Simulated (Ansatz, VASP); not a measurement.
# CdSe (Cadmoselite): VASP beside Ansatz

Aim: how closely do two programs agree when they are given the same cell, functional and k mesh?

Program: Ansatz 0.2.0. Level of theory: plane waves, with VASP 6.6.1 beside it; band structure at PBE, band structure at r2SCAN and band structure at PBE, spin-orbit coupling. Results are calculated unless marked as measured.

The database entry behind the starting cell differs from later determinations by our own check (inner coordinate of an old entry), so it need not match the best structure at ambient conditions.

## (1) The starting structure

Symmetry: P6_3mc, No. 186, hexagonal system. The conventional cell has a = 4.300 Å, b = 4.300 Å, c = 7.020 Å, α = 90.00°, β = 90.00°, γ = 120.00°. Nearest to Cd lie 4 Se at 2.61 to 2.70 Å. Se has 4 Cd at 2.61 to 2.70 Å nearest. Farther neighbours and most contacts between anions are not listed.

## (2) Ansatz: band structure, PBE

Ansatz runs on its default PAW (the set named soft_2) files.

The same path points are solved in both programs, so levels can be compared one by one.

The input, input.yaml:

```yaml
crystal:
  lattice:
    - [4.3, 0.0, 0.0]
    - [-2.15, 3.7239092363, 0.0]
    - [0.0, 0.0, 7.02]
  atoms:
    - { symbol: Cd, position: [0.3333333333, 0.6666666667, 0.0] }
    - { symbol: Cd, position: [0.6666666667, 0.3333333333, 0.5] }
    - { symbol: Se, position: [0.3333333333, 0.6666666667, 0.385] }
    - { symbol: Se, position: [0.6666666667, 0.3333333333, 0.885] }
hamiltonian:
  xc: pbe
  pseudopotentials: { kind: paw }
kpoints:
  mp_grid: { grid: [4, 4, 2] }
  band_path:
    path:
      - [0.0, 0.0, 0.0]
      - [0.13333, 0.0, 0.0]
      - [0.3, 0.0, 0.0]
      - [0.46667, 0.0, 0.0]
      - [0.46667, 0.06667, 0.0]
      - [0.41111, 0.17778, 0.0]
      - [0.35556, 0.28889, 0.0]
      - [0.28889, 0.28889, 0.0]
      - [0.17778, 0.17778, 0.0]
      - [0.06667, 0.06667, 0.0]
      - [0.0, 0.0, 0.03333]
      - [0.0, 0.0, 0.2]
      - [0.0, 0.0, 0.36667]
      - [0.0, 0.0, 0.5]
      - [0.16667, 0.0, 0.5]
      - [0.3, 0.0, 0.5]
      - [0.46667, 0.0, 0.5]
      - [0.46667, 0.06667, 0.5]
      - [0.41111, 0.17778, 0.5]
      - [0.35556, 0.28889, 0.5]
      - [0.28889, 0.28889, 0.5]
      - [0.17778, 0.17778, 0.5]
      - [0.06667, 0.06667, 0.5]
      - [0.5, 0.0, 0.46667]
      - [0.5, 0.0, 0.3]
      - [0.5, 0.0, 0.13333]
      - [0.33333, 0.33333, 0.0]
      - [0.33333, 0.33333, 0.16667]
      - [0.33333, 0.33333, 0.33333]
      - [0.33333, 0.33333, 0.5]
    npoints: 1
scf:
  occupations: { method: gaussian, width: 0.02 }
  n_extra_bands: 8
output:
  forces: true
  stress: true
  eigenvalues: true
  write_density: true
  write_potential: true
  elf: true
  volumetric_format: npy
```

Run with:

```console
$ ansatz run input.yaml --threads 2 --pin off --max-ram 4608MiB --backend cpu --events-out ev --progress --plain --runs-dir out
```

Numbers of over 12 decimals in the logs are rounded to 6 here.

Log:

```text
scf.n_extra_bands = 8 over 36 filled bands (N_el = 72.0): the run solves 44 bands
Engine: ansatz 0.2.0, x86_64-unknown-linux-gnu
Pseudopotentials: kind: paw
Pseudopotential: Cd, paw, valence charge 20, recommended cutoff 420 eV (normal), Cd.paw.azcp
Pseudopotential: Se, paw, valence charge 16, recommended cutoff 420 eV (normal), Se.paw.azcp
Functional definition: PBE
  parameter kappa = 0.804
  parameter beta = 0.066725
  exchange = pbe_x(kappa = kappa, mu = beta*pi^2/3)
  correlation = pbe_c(beta = beta)
Crystal: 4 atoms, lattice volume = 112.410 Å³
Basis set: ecut = 420 eV, 2189 PW (Γ), exchange–correlation on 60×60×96 points (8 copies of the dense FFT grid, shifted against one another)
Bands: 44, of which v1, the nominal top of the filled ones, is band 36 counted from 1 (35 counted from 0)
Symmetry: 12 space group operations
Space group: P63mc (ITA 186), of the structure as read, at distance tolerance 4.8e-5 Å
k-points: 8 of 32
Non-local potential: Cd, projectors of the file, l = 0: 3, l = 1: 2, l = 2: 2, l = 3: 1
Non-local potential: Se, projectors of the file, l = 0: 2, l = 1: 2, l = 2: 3, l = 3: 1
PAW form: soft (Blöchl's): semilocal exchange-correlation on the pseudo side does not see the compensation charge
PAW one-centre angular grid: Cd, 590 points (default); XC on 64 Gauss nodes
PAW one-centre angular grid: Se, 590 points (default); XC on 64 Gauss nodes
Initial density: superposition of atomic densities (neutral atoms: chi_scale 0, normalization atom), corrected by the library's trained network
Initial wavefunctions: pseudopotential atomic-orbital guess
Functional: x = pbe(κ = 0.804, μ = 0.219515), c = pbe(β = 0.066725)
SCF iter   1: F=—  HF=-27449.455656 eV  |F-HF|=—  |Δ(HF+E_count)|=         —  Δρ=4.80e-4  dr2=3.60e-4  ethr=1.77e-3  ⟨swp⟩=6.4  Hψ=1302  notcnv=0
preconditioner: auto → Resta (q_TF=auto, 2.533 Å⁻¹)  ε∞=4.0  [insulator: Δε(μ)=0.690 eV  Ē_g=12.141 eV  σ=0.020 eV  W_gap=1.00  n_scr=34 (ndim 8)  ℏωp=21.0 eV  f_vac=0.201  D(μ)=0.00/eV (n_scr^D=0)  ε∞_Penn≈4.0]
SCF iter   2: F=—  HF=-27449.457128 eV  |F-HF|=—  |Δ(HF+E_count)|=   1.47e-3  Δρ=3.04e-4  dr2=1.42e-4  ethr=5.01e-7  ⟨swp⟩=2.6  Hψ=730  notcnv=0  defer=18
SCF iter   3: F=—  HF=-27449.457200 eV  |F-HF|=—  |Δ(HF+E_count)|=   7.26e-5  Δρ=1.12e-4  dr2=1.21e-5  ethr=1.97e-7  ⟨swp⟩=2.0  Hψ=473  notcnv=0  defer=18
SCF iter   4: F=—  HF=-27449.457240 eV  |F-HF|=—  |Δ(HF+E_count)|=   3.92e-5  Δρ=5.04e-5  dr2=3.15e-6  ethr=1.68e-8  ⟨swp⟩=2.0  Hψ=553  notcnv=0  defer=18
SCF iter   5: F=—  HF=-27449.457245 eV  |F-HF|=—  |Δ(HF+E_count)|=   5.46e-6  Δρ=2.76e-5  dr2=9.47e-7  ethr=4.38e-9  ⟨swp⟩=2.0  Hψ=493  notcnv=0  defer=18
SCF iter   6: F=-27449.457246 eV  HF=-27449.457246 eV  |F-HF|=2.66e-8  |Δ(HF+E_count)|=   1.25e-6  Δρ=6.41e-6  dr2=4.01e-8  ethr=1.39e-10  ⟨swp⟩=9.8  Hψ=2349  notcnv=0
SCF 1 converged in 6 iterations: F = -27449.457246 eV  dr2 = 4.01e-8
  greatest PAW one-centre occupation: 1.000 electrons in one spin orbital (limit 2), on the Cd atom at site 1 (counted from 0), in its partial waves of l = 0
NSCF: frozen V_eff on 30 k-points
SCF converged after 6 iterations
Free energy (F): -27449.457246 eV
Harris-Foulkes:  -27449.457246 eV  (|F-HF|=2.66e-8)
Internal energy: -27449.457246 eV  (E = F + TS)
E sigma→0 (E₀):  -27449.457246 eV
Fermi energy:    7.839301 eV
--- Per-component energies (eV) ---
  E_band       = -1778.476877
  E_kinetic    = 1248.451710
  E_local      = -12777.283020  (includes V_loc(G=0)·N_el)
  E_nonlocal   = -1124.711946
  E_hartree    = 6078.800332
  E_xc         = -562.502466
  E_vxc        = -640.424087  (∫ρ·V_xc dr)
  E_paw        = -11989.207938  (= ΣΔE_a)
  E_vpaw       = -642.105294  (= ΣTr[D̂ρ^β])
  E_aug_tail   = -0.001150  (compensation charges beyond the density's cutoff)
  E_ewald      = -8323.002769
  E_smearing   = -0.000000  (= −TS)
  E_closure    = 0.000000  (closes the sum)
  Σ components = -27449.457246   (vs F -27449.457246, Δ=0.00e0)
--- Forces (eV/Å), atoms counted from 1 ---
  atom   1  Cd     0.00000000    -0.00000000     0.29695940
  atom   2  Cd     0.00000000     0.00000000     0.29695940
  atom   3  Se     0.00000000    -0.00000000    -0.29694653
  atom   4  Se     0.00000000     0.00000000    -0.29694653
  max |Σ_I F_I| component: 2.57e-5 eV/Å
--- Stress (GPa, compression-positive) ---
        3.850597      -0.000000       0.000000
       -0.000000       3.850597       0.000000
        0.000000       0.000000       1.543078
  P = ⅓ Tr σ = 3.0814 GPa (30.814 kbar)
--- Band table (eV; the first three rows and the last of 8) ---
  k-point 0: bands = [... 32 lower, 6.7745, 7.4796, 7.4914, 7.4914, 8.1868, 9.6040, 13.3697, 13.3697, ... 4 higher]
  k-point 1: bands = [... 32 lower, 7.1181, 7.1181, 7.1181, 7.1181, 9.8232, 9.8232, 13.3064, 13.3064, ... 4 higher]
  k-point 2: bands = [... 32 lower, 5.3217, 6.1484, 7.0462, 7.0627, 10.1071, 10.9306, 12.6915, 13.3798, ... 4 higher]
  k-point 7: bands = [... 32 lower, 5.4032, 5.4032, 6.3494, 6.3494, 11.2509, 11.2509, 13.0160, 13.0160, ... 4 higher]
```

Elapsed: 2.3 s, on 2 threads of Intel Xeon 6975P-C (Granite Rapids), shared host; peak memory 0.47 GiB; 4.4 s of CPU time.

Reading the cycles: dr2 is the Hartree energy of the density residual (eV), the measure of convergence; HF is the Harris–Foulkes estimate of the energy, which meets the free energy F at convergence.

## (3) VASP: band structure, PBE

The same cell, functional, mesh and smearing now go to VASP, with its own data sets and cutoff.

Lines of VASP's logs that name or quote its potential files are left out, and so is its time.

The input, INCAR:

```
SYSTEM = CdSe
PREC = Accurate
ENCUT = 400
EDIFF = 1E-06
NELM = 100
ISMEAR = 0
SIGMA = 0.02
LREAL = .FALSE.
ALGO = Normal
GGA = PE
NBANDS = 32
LORBIT = 11
LWAVE = .FALSE.
LCHARG = .FALSE.
KPAR = 4
NCORE = 2
```

The input, POSCAR:

```
CdSe
1.0
    4.3000000000      0.0000000000      0.0000000000
   -2.1500000000      3.7239092363      0.0000000000
    0.0000000000      0.0000000000      7.0200000000
Cd Se
2 2
Direct
    0.3333333333      0.6666666667      0.0000000000
    0.6666666667      0.3333333333      0.5000000000
    0.3333333333      0.6666666667      0.3850000000
    0.6666666667      0.3333333333      0.8850000000
```

The input, KPOINTS:

```
Automatic mesh
0
Gamma
4 4 2
0 0 0
```

The input, KPOINTS_OPT:

```
Line mode
16
Line-mode
Reciprocal
  0.00000000   0.00000000   0.00000000 GAMMA
  0.50000000   0.00000000   0.00000000 M

  0.50000000   0.00000000   0.00000000 M
  0.33333333   0.33333333   0.00000000 K

  0.33333333   0.33333333   0.00000000 K
  0.00000000   0.00000000   0.00000000 GAMMA

  0.00000000   0.00000000   0.00000000 GAMMA
  0.00000000   0.00000000   0.50000000 A

  0.00000000   0.00000000   0.50000000 A
  0.50000000   0.00000000   0.50000000 L

  0.50000000   0.00000000   0.50000000 L
  0.33333333   0.33333333   0.50000000 H

  0.33333333   0.33333333   0.50000000 H
  0.00000000   0.00000000   0.50000000 A

  0.50000000   0.00000000   0.50000000 L
  0.50000000   0.00000000   0.00000000 M

  0.33333333   0.33333333   0.00000000 K
  0.33333333   0.33333333   0.50000000 H
```

Potentials, in the order of the species: Cd and Se (PBE family, release 64).

Run with:

```console
$ mpirun -np 8 vasp_std
```

Log:

```text
[banner, memory and clock lines left out]
running    8 mpi-ranks, on    1 nodes
 distrk:  each k-point on    2 cores,    4 groups
 distr:  one band on    2 cores,    1 groups

 POSCAR found type information on POSCAR CdSe
 POSCAR found :  2 types and       4 ions
 LDA part: xc-table for (Slater+PW92), standard interpolation
 POSCAR, INCAR and KPOINTS ok, starting setup
 FFT: planning ... GRIDC
 FFT: planning ... GRID_SOFT
 FFT: planning ... GRID
 WAVECAR not read
 entering main loop
       N       E                     dE             d eps       ncg     rms          rms(c)
DAV:   1     0.215742698300E+03    0.21574E+03   -0.14833E+04   512   0.838E+02
DAV:   2    -0.125360757164E+01   -0.21700E+03   -0.20853E+03   592   0.247E+02
DAV:   3    -0.115584333330E+02   -0.10305E+02   -0.10257E+02   640   0.549E+01
DAV:   4    -0.116177813865E+02   -0.59348E-01   -0.59342E-01   552   0.411E+00
DAV:   5    -0.116181509316E+02   -0.36955E-03   -0.36954E-03   624   0.291E-01    0.896E+00
DAV:   6    -0.108821656714E+02    0.73599E+00   -0.90175E-01   648   0.888E+00    0.710E+00
DAV:   7    -0.108434963694E+02    0.38669E-01   -0.46887E-01   592   0.307E+00    0.253E+00
DAV:   8    -0.108425875504E+02    0.90882E-03   -0.45907E-02   584   0.183E+00    0.415E-01
DAV:   9    -0.108429383599E+02   -0.35081E-03   -0.53207E-03   576   0.706E-01    0.932E-02
DAV:  10    -0.108430610577E+02   -0.12270E-03   -0.59544E-04   584   0.235E-01    0.636E-02
DAV:  11    -0.108431763471E+02   -0.11529E-03   -0.18814E-04   552   0.636E-02    0.267E-02
DAV:  12    -0.108431799768E+02   -0.36297E-05   -0.49377E-06   632   0.170E-02    0.861E-03
DAV:  13    -0.108431819318E+02   -0.19550E-05   -0.43253E-06   504   0.122E-02    0.203E-03
DAV:  14    -0.108431820771E+02   -0.14538E-06   -0.13778E-07   448   0.187E-03
   1 F= -.10843182E+02 E0= -.10843182E+02  d E =-.983692E-26
 Start KPOINTS_OPT (optional k-point list driver)
k-point batch [1-8\144]
       N       E                     dE             ncg
DAV:   1     0.299829682726E+03   -0.94940E+03      520
DAV:   2    -0.139277552286E+04   -0.16926E+04      592
DAV:   3    -0.147584136789E+04   -0.83066E+02      584
DAV:   4    -0.147635210053E+04   -0.51073E+00      576
DAV:   5    -0.147635539943E+04   -0.32989E-02      616
DAV:   6    -0.147635544602E+04   -0.46587E-04      560
DAV:   7    -0.147635544698E+04   -0.96767E-06      536
[...]
k-point batch [137-144\144]
       N       E                     dE             ncg
DAV:   1     0.127203767914E+03   -0.81192E+04      512
DAV:   2    -0.150154476881E+04   -0.16287E+04      592
DAV:   3    -0.157281239371E+04   -0.71268E+02      608
DAV:   4    -0.157319106128E+04   -0.37867E+00      584
DAV:   5    -0.157319348846E+04   -0.24272E-02      616
DAV:   6    -0.157319351892E+04   -0.30461E-04      616
DAV:   7    -0.157319351942E+04   -0.49222E-06      560
```

Parts of OUTCAR (step 3):

```text
ion  position               nearest neighbor table
   1  0.333  0.667  0.000-   4 2.61   4 2.61   4 2.61   3 2.70
   2  0.667  0.333  0.500-   3 2.61   3 2.61   3 2.61   4 2.70
   3  0.333  0.667  0.385-   2 2.61   2 2.61   2 2.61   1 2.70
   4  0.667  0.333  0.885-   1 2.61   1 2.61   1 2.61   2 2.70

  LATTYP: Found a hexagonal cell.
 ALAT       =     4.3000000000
 C/A-ratio  =     1.6325581395

 Subroutine GETGRP returns: Found 12 space group operations
 (whereof  6 operations were pure point group operations)

The static configuration has the point symmetry C_3v.
 The point group associated with its full space group is C_6v.

 Found      8 irreducible k-points:

   k-points           NKPTS =      8   k-points in BZ     NKDIM =      8   number of bands    NBANDS=     32

   dimension x,y,z NGX =    28 NGY =   28 NGZ =   48
   dimension x,y,z NGXF=    56 NGYF=   56 NGZF=   96

   ENCUT  =  400.0 eV  29.40 Ry    5.42 a.u.   7.01  7.01 11.45*2*pi/ulx,y,z

   NELECT =      36.0000    total number of electrons

 k-points in reciprocal lattice and weights: Automatic mesh
   0.00000000  0.00000000  0.00000000       0.031
   0.25000000 -0.00000000  0.00000000       0.188
   0.50000000 -0.00000000  0.00000000       0.094
   0.25000000  0.25000000  0.00000000       0.188
   0.00000000  0.00000000  0.50000000       0.031
   0.25000000 -0.00000000  0.50000000       0.188
   0.50000000 -0.00000000  0.50000000       0.094
   0.25000000  0.25000000  0.50000000       0.188

 average (electrostatic) potential at core
       1 -39.9797       2 -39.9797       3 -56.4090       4 -56.4090

 E-fermi :   1.0974

 k-point     1 :       0.0000    0.0000    0.0000
  band No.  band energies     occupation
    ...
     14       0.2329      2.00000
     15       0.2329      2.00000
     16       0.9415      2.00000
     17       0.9523      2.00000
     18       0.9523      2.00000
     19       1.6453      0.00000
     20       3.0575      0.00000
     21       6.8159      0.00000
     22       6.8159      0.00000
     23       7.0754      0.00000
    ...

 k-point     2 :       0.2500   -0.0000    0.0000
  band No.  band energies     occupation
    ...
     14      -1.5732      2.00000
     15      -1.2250      2.00000
     16      -0.3952      2.00000
     17       0.5062      2.00000
     18       0.5225      2.00000
     19       3.5697      0.00000
     20       4.3836      0.00000
     21       6.1560      0.00000
     22       6.8349      0.00000
     23       7.5173      0.00000
    ...

 k-point     3 :       0.5000   -0.0000    0.0000
  band No.  band energies     occupation
    ...
     14      -2.7721      2.00000
     15      -1.6176      2.00000
     16      -0.9090      2.00000
     17      -0.2902      2.00000
     18       0.1183      2.00000
     19       4.1763      0.00000
     20       4.2457      0.00000
     21       5.7477      0.00000
     22       7.1074      0.00000
     23       7.5886      0.00000
    ...

  Total        2.6859169      2.6859169      1.0050180      0.0000000      0.0000000      0.0000000
  in kB       38.2823424     38.2823424     14.3245091      0.0000000      0.0000000      0.0000000
  external PRESSURE =      30.2963980 kB  Pullay stress =       0.0000000 kB

  energy-cutoff  :      400.00
  volume of cell :      112.41
      direct lattice vectors                 reciprocal lattice vectors
     4.300000000  0.000000000  0.000000000     0.232558140  0.134267504  0.000000000
    -2.150000000  3.723909236  0.000000000     0.000000000  0.268535009  0.000000000
     0.000000000  0.000000000  7.020000000     0.000000000  0.000000000  0.142450142

 POSITION                                       TOTAL-FORCE (eV/Angst)
 -----------------------------------------------------------------------------------
     -0.00000      2.48261      0.00000        -0.000000     -0.000000      0.307308
      2.15000      1.24130      3.51000         0.000000      0.000000      0.307308
     -0.00000      2.48261      2.70270         0.000000     -0.000000     -0.307308
      2.15000      1.24130      6.21270        -0.000000      0.000000     -0.307308
 -----------------------------------------------------------------------------------
    total drift:                               -0.000000     -0.000000      0.000104

  FREE ENERGIE OF THE ION-ELECTRON SYSTEM (eV)
  ---------------------------------------------------
  free  energy   TOTEN  =       -10.8431820771 eV

  energy  without entropy=      -10.8431820771  energy(sigma->0) =      -10.84318208

 total charge
# of ion       s       p       d       tot
------------------------------------------
    1        0.441   0.316   9.553  10.311
    2        0.441   0.316   9.553  10.311
    3        1.440   2.407   0.022   3.870
    4        1.440   2.407   0.022   3.870
--------------------------------------------------
tot          3.764   5.447  19.150  28.361

[... 3 further parts left out ...]
```

Spin-orbit coupling is off here; it would split degenerate levels, and it lifts a valence top of Se p states by about 0.1 eV. At this level the cell is under a pressure of 3.0 GPa, so at these settings it is away from equilibrium.

## (4) Side by side

Known differences besides the potentials themselves: the data sets hold 72 valence electrons in Ansatz (default PAW (the set named soft_2) files) and 36 in VASP; the cutoff is 420 eV in Ansatz and 400 eV in VASP; VASP leaves aspherical gradient terms in its spheres out (LASPH is not set), Ansatz keeps them. Total energies have different zeros and are not compared.

Both answers:

| quantity | Ansatz | VASP | difference |
| --- | --- | --- | --- |
| pressure (GPa) | 3.08 | 3.03 | +0.05 |
| gap over the path points (eV) | 0.695 | 0.693 | +0.002 |

Forces (eV/Å; atoms numbered as in POSCAR):

```
atom        Ansatz x, y, z          VASP x, y, z
 Cd1   0.000, 0.000, 0.297   0.000, 0.000, 0.307
 Cd2   0.000, 0.000, 0.297   0.000, 0.000, 0.307
 Se3  0.000, 0.000, -0.297  0.000, 0.000, -0.307
 Se4  0.000, 0.000, -0.297  0.000, 0.000, -0.307
```

Levels at points of the path, from each program's valence-band top (eV; 4 filled, then empty):

```csv
k (reciprocal lattice),Ansatz,VASP
0.000 0.000 0.000,-0.72 -0.01 0.00 0.00 0.69 2.11 5.88,-0.72 -0.01 0.00 0.00 0.69 2.10 5.86
0.133 0.000 0.000,-1.10 -0.94 -0.14 -0.13 1.73 2.85 5.40,-1.10 -0.95 -0.14 -0.13 1.73 2.85 5.39
0.300 0.000 0.000,-2.51 -1.51 -0.63 -0.56 2.88 3.45 5.17,-2.52 -1.51 -0.63 -0.56 2.88 3.44 5.17
0.467 0.000 0.000,-2.58 -1.85 -1.21 -0.82 3.22 3.31 4.82,-2.59 -1.85 -1.22 -0.83 3.22 3.30 4.81
0.467 0.067 0.000,-2.56 -1.95 -1.26 -0.94 3.37 3.49 4.79,-2.56 -1.95 -1.26 -0.94 3.37 3.48 4.78
0.411 0.178 0.000,-2.68 -2.14 -1.44 -1.35 4.01 4.35 4.64,-2.69 -2.15 -1.44 -1.36 4.01 4.34 4.63
0.356 0.289 0.000,-3.02 -1.93 -1.75 -1.65 4.40 4.66 4.86,-3.03 -1.94 -1.76 -1.65 4.39 4.66 4.87
0.289 0.289 0.000,-2.91 -2.11 -1.67 -1.47 4.46 4.47 4.90,-2.92 -2.11 -1.67 -1.47 4.46 4.47 4.90
0.178 0.178 0.000,-2.54 -1.81 -0.85 -0.63 3.21 4.19 5.19,-2.54 -1.82 -0.85 -0.63 3.21 4.19 5.19
0.067 0.067 0.000,-1.02 -0.81 -0.12 -0.10 1.57 2.72 5.48,-1.03 -0.81 -0.12 -0.10 1.57 2.71 5.47
```

The forces differ by 6.0 meV/Å r.m.s., which is 3.4 % of the r.m.s. force of 0.18 eV/Å (both taken over all components). Among the levels compared at these points, filled levels agree within 10 meV and empty ones within 15 meV. Ansatz's pressure holds a Pulay correction of 0.03 GPa; VASP's holds none.

[end of part 1 of 2]

[Lines on the potential files, build, host, timing and source positions are cut from VASP's logs without a mark.]

[Logs are printed without paths, hosts, clocks, repeated set-up lines and the standing remarks that a program may print on its own settings, such as how far it seeks lower states.]

[Hosts, paths, dates, database ids (printed as entryN), source tags and the programs' standing remarks are cut or masked in the printed files.]
